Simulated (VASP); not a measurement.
# Rh (Fm-3m) in VASP: further runs

One crystal, Rh, is run at these levels: PBE; tasks: relaxation of cell and atoms, electrostatic potential.

Everything below comes from runs of VASP 6.6.1. Logs are shortened: lines on timing, memory, paths and dates and some standing lists are left out, and cuts for length are marked.

## 1. The crystal as given

It takes space group Fm-3m (No. 225, cubic). The conventional cell has a = 3.780 Å, b = 3.780 Å, c = 3.780 Å, α = 90.00°, β = 90.00°, γ = 90.00°. Rh (site symmetry m-3m) has 12 Rh at 2.67 Å as nearest neighbours.

The cell was built by a generator and needn't be a form met in nature.

## 2. Relaxation of cell and atoms, PBE

Input file INCAR:

```
SYSTEM = Rh
ALGO     = Normal         ! electronic algorithm
EDIFF    = 1E-6           ! SCF threshold, eV
EDIFFG   = -0.005         ! ionic threshold
ENCUT    = 700            ! plane-wave cutoff, eV
GGA      = PE             ! functional
IBRION   = 2              ! ionic algorithm
ISIF     = 3              ! what is computed and relaxed
ISMEAR   = 1              ! smearing method
LASPH    = .True.         ! aspherical terms in the spheres
LCHARG   = .False.        ! write CHGCAR
LREAL    = .False.        ! projectors in reciprocal space
LWAVE    = .False.        ! write WAVECAR
NELM     = 120            ! most SCF steps
NSW      = 60             ! ionic steps
PREC     = Accurate       ! precision mode
SIGMA    = 0.1            ! smearing width, eV
```

Input file KPOINTS:

```
k-points
0
Gamma
  18 18 18
  0 0 0
```

Input file POSCAR:

```
Rh
1.0
    0.0000000000      1.8900000000      1.8900000000
    1.8900000000      0.0000000000      1.8900000000
    1.8900000000      1.8900000000      0.0000000000
Rh
1
Direct
    0.0000000000      0.0000000000      0.0000000000
```

Potentials or basis: VASP PAW PBE potentials, release 64 (Rh_pv).

Started as:

```bash
$ cat potpaw_PBE.64/Rh_pv/POTCAR > POTCAR
$ mpirun -np 1 vasp_std > vasp.out
```

OUTCAR:

```text
SYSTEM = Rh
   EDIFF = 1E-6
   EDIFFG = -0.005
   ENCUT = 700
   GGA = PE
   IBRION = 2
   ISIF = 3
   ISMEAR = 1
   LASPH = .True.
   LREAL = .False.
   NELM = 120
   NSW = 60
   PREC = Accurate

 ion  position               nearest neighbor table
   1  0.000  0.000  0.000-

  LATTYP: Found a face centered cubic cell.
 ALAT       =     3.7800000000

  Lattice vectors:

 A1 = (   0.0000000000,   1.8900000000,   1.8900000000)
 A2 = (   1.8900000000,   0.0000000000,   1.8900000000)
 A3 = (   1.8900000000,   1.8900000000,   0.0000000000)

Analysis of symmetry for initial positions (statically):
=====================================================================
 Subroutine PRICEL returns:
 Original cell was already a primitive cell.

 Routine SETGRP: Setting up the symmetry group for a
 face centered cubic supercell.

 Subroutine GETGRP returns: Found 48 space group operations
 (whereof 48 operations were pure point group operations)
 out of a pool of 48 trial point group operations.

The static configuration has the point symmetry O_h .

Analysis of symmetry for dynamics (positions and initial velocities):
=====================================================================
 Subroutine PRICEL returns:
 Original cell was already a primitive cell.

 Routine SETGRP: Setting up the symmetry group for a
 face centered cubic supercell.

 Subroutine GETGRP returns: Found 48 space group operations
 (whereof 48 operations were pure point group operations)
 out of a pool of 48 trial point group operations.

The dynamic configuration has the point symmetry O_h .

 Subroutine INISYM returns: Found 48 space group operations
 (whereof 48 operations are pure point group operations),
 and found     1 'primitive' translations

----------------------------------------------------------------------------------------

                                     Primitive cell

  volume of cell :      13.5025

  direct lattice vectors                    reciprocal lattice vectors
     0.000000000  1.890000000  1.890000000    -0.264550265  0.264550265  0.264550265
     1.890000000  0.000000000  1.890000000     0.264550265 -0.264550265  0.264550265
     1.890000000  1.890000000  0.000000000     0.264550265  0.264550265 -0.264550265

  length of vectors
     2.672863633  2.672863633  2.672863633     0.458214499  0.458214499  0.458214499

  position of ions in fractional coordinates (direct lattice)
     0.000000000  0.000000000  0.000000000

  ion indices of the primitive-cell ions
   primitive index   ion index
                 1           1

----------------------------------------------------------------------------------------

 KPOINTS: k-points
[... 85 lines left out ...]
   IALGO  =     38    algorithm
   IMIX   =      4    mixing-type and parameters
     AMIX     =   0.40;   BMIX     =  1.00
     AMIX_MAG =   1.60;   BMIX_MAG =  1.00
  volume/ion in A,a.u.               =      13.50        91.12
  Fermi-wavevector in a.u.,A,eV,Ry     =   1.695509  3.204048 39.113361  2.874751
  Thomas-Fermi vector in A             =   2.776540
   LORBIT       =      0    0 simple, 1 ext, 2 COOP (PROOUT), +10 PAW based schemes
   GGA     = PE    functional components
   LHFCALC =     F    Hartree Fock is set to
   AEXX    =    0.0000 exact exchange contribution
   IVDW    =     0    specifies the selected vdW correction
   LEPSILON=     F    determine dielectric tensor
   LRPA    =     F    only Hartree local field effects (RPA)
 conjugate gradient relaxation of ions
 non-spin polarized calculation
 Methfessel and Paxton  Order N= 1 SIGMA  =   0.10
  energy-cutoff  :      700.00
  volume of cell :       13.50
 maximum number of plane-waves:       588
   NGX = 11   NGY = 11   NGZ = 11

--------------------------------------- Ionic step        1  -------------------------------------------

 number of electron      15.0000002 magnetization

 Free energy of the ion-electron system (eV)
  ---------------------------------------------------
  ext. energy  EPLUGINS =         0.00000000
  ---------------------------------------------------
  free energy    TOTEN  =        -7.24012331 eV

  energy without entropy =       -7.24004406  energy(sigma->0) =       -7.24009690

------------------------ aborting loop because EDIFF is reached ----------------------------------------

  FORCE on cell =-STRESS in cart. coord.  units (eV):
  Direction    XX          YY          ZZ          XY          YZ          ZX
  --------------------------------------------------------------------------------------
  -------------------------------------------------------------------------------------
  Total        0.9478411      0.9478411      0.9478411     -0.0000000     -0.0000000     -0.0000000
  in kB      112.4684482    112.4684482    112.4684482     -0.0000000     -0.0000000     -0.0000000
  external PRESSURE =     112.4684482 kB  Pullay stress =       0.0000000 kB
[... 22 lines left out ...]
--------------------------------------- Ionic step        2  -------------------------------------------

 number of electron      15.0000002 magnetization

 E-fermi :   9.8963     XC(G=0): -13.2961

 val. band max:        9.8942230913   @ k =   0.5000   0.3889   0.0556
 cond. band min:       9.8995193883   @ k =  -0.4444   0.3333   0.1667
 fundamental gap:      0.0052962970
 Fermi energy:         9.8962826216

 k-point     1 :       0.0000    0.0000    0.0000
  band No.  band energies     occupation
      1     -36.2932      2.00000
      2     -36.2932      2.00000
      3     -36.2932      2.00000
      4       2.7717      2.00000
      5       7.3226      2.00000
      6       7.3226      2.00000
      7       7.3226      2.00000
      8       9.0546      2.00000
      9       9.0546      2.00000
     10      25.9065      0.00000
     11      30.7599      0.00000
[... 391 lines left out ...]
--------------------------------------- Ionic step        4  -------------------------------------------

 number of electron      15.0000000 magnetization

 Free energy of the ion-electron system (eV)
  ---------------------------------------------------
  ext. energy  EPLUGINS =         0.00000000
  ---------------------------------------------------
  free energy    TOTEN  =        -7.25834042 eV

  energy without entropy =       -7.25816658  energy(sigma->0) =       -7.25828247

 E-fermi :  11.5219     XC(G=0): -13.8953

 val. band max:       11.5171120214   @ k =   0.5000   0.3889   0.0556
 cond. band min:      11.5252696979   @ k =  -0.4444   0.3333   0.1667
 fundamental gap:      0.0081576765
 Fermi energy:        11.5218770939

 k-point     1 :       0.0000    0.0000    0.0000
  band No.  band energies     occupation
      1     -34.8342      2.00000
      2     -34.8342      2.00000
      3     -34.8342      2.00000
      4       3.7146      2.00000
      5       8.5346      2.00000
      6       8.5346      2.00000
      7       8.5346      2.00000
      8      10.5498      2.00000
      9      10.5498      2.00000
     10      27.5262      0.00000
     11      32.0996      0.00000
[... 350 lines left out ...]
  FREE ENERGIE OF THE ION-ELECTRON SYSTEM (eV)
  ---------------------------------------------------
  free  energy   TOTEN  =        -7.2583404183 eV

  energy  without entropy=       -7.2581665770  energy(sigma->0) =       -7.25828247

 reached required accuracy - stopping structural energy minimisation
```

Wall time 32 s (1 thread of Intel Xeon 6975P-C (Granite Rapids), shared host); peak memory 0.18 GiB.

Results:

| Item | Value |
| --- | --- |
| Free energy | -7.2583 eV |
| Relaxed volume | 14.04 Å³/atom |
| Relaxed cell | a = 2.708 Å, b = 2.708 Å, c = 2.708 Å, α = 60.00°, β = 60.00°, γ = 60.00° |
| Space group after relaxing (to 0.05 Å) | Fm-3m (No. 225) |
| Energy gained by relaxing | 18.2 meV/atom |
| Ionic steps | 4 |
| Pressure after relaxing | 0.0 GPa |
| Band gap on the k mesh | none (metal or under the smearing width) |

The path:
```
step  energy change (eV)  largest force (eV/Å)  pressure (GPa)  volume (Å³)
   1              0.0000                0.0000           11.25        13.50
   2              0.0739                0.0000          -19.13        15.44
   3             -0.0182                0.0000           -0.36        14.06
   4             -0.0182                0.0000           -0.02        14.04
```

Final structure:
```yaml
crystal:
  lattice:
    - [0.00000, 1.91497, 1.91497]
    - [1.91497, 0.00000, 1.91497]
    - [1.91497, 1.91497, 0.00000]
  atoms:
    - { symbol: Rh, position: [0.00000, 0.00000, 0.00000] }
```

Levels at points of the mesh, in eV from the Fermi level:
```tsv
k point	band 5	band 6	band 7	band 8	band 9	band 10
(0.00, 0.00, 0.00)	-2.99	-2.99	-2.99	-0.97	-0.97	16.00
(0.50, 0.00, 0.00)	-3.06	-3.06	0.54	0.54	0.75	8.42
(0.50, 0.50, 0.00)	-5.76	0.51	0.94	0.94	3.23	12.00
```

## 3. Electrostatic potential, PBE

This run uses another cell than the first one, of 14.04 Å³/atom, 1.040 times its volume.

Input file INCAR:

```
PREC = Accurate
ENCUT = 700
EDIFF = 1E-6
ISMEAR = 1
SIGMA = 0.1
LREAL = False
LASPH = True
NELM = 100
ALGO = Normal
ISIF = 2
LWAVE = False
LCHARG = True
GGA = PE
LVHAR = True
```

Input file KPOINTS:

```
Automatic mesh
0
Gamma
  18 18 18
```

Input file POSCAR:

```
Rh                                      
1.0
   -0.0000000000      1.9149748852      1.9149748852
    1.9149748852      0.0000000000      1.9149748852
    1.9149748852      1.9149748852      0.0000000000
  Rh            
     1
Direct
     0.0000000000000000    0.0000000000000000    0.0000000000000000
```

Potentials or basis: VASP PAW PBE potentials, release 64 (Rh_pv).

Started as:

```bash
$ cat potpaw_PBE.64/Rh_pv/POTCAR > POTCAR
$ mpirun -np 1 vasp_std > vasp.out
```

Wall time 15 s (1 thread of Intel Xeon 6975P-C (Granite Rapids), shared host); peak memory 0.17 GiB.

The run converged. Its results:

- Free energy: -7.2585 eV
- Pressure: 0.0 GPa
- Band gap on the k mesh: none (metal or under the smearing width)

Levels at points of the mesh, in eV from the Fermi level:
| k point | band 5 | band 6 | band 7 | band 8 | band 9 | band 10 |
| --- | --- | --- | --- | --- | --- | --- |
| (0.00, 0.00, 0.00) | -2.99 | -2.99 | -2.99 | -0.97 | -0.97 | 16.00 |
| (0.50, 0.00, 0.00) | -3.06 | -3.06 | 0.54 | 0.54 | 0.75 | 8.42 |
| (0.50, 0.50, 0.00) | -5.76 | 0.51 | 0.94 | 0.94 | 3.23 | 12.00 |
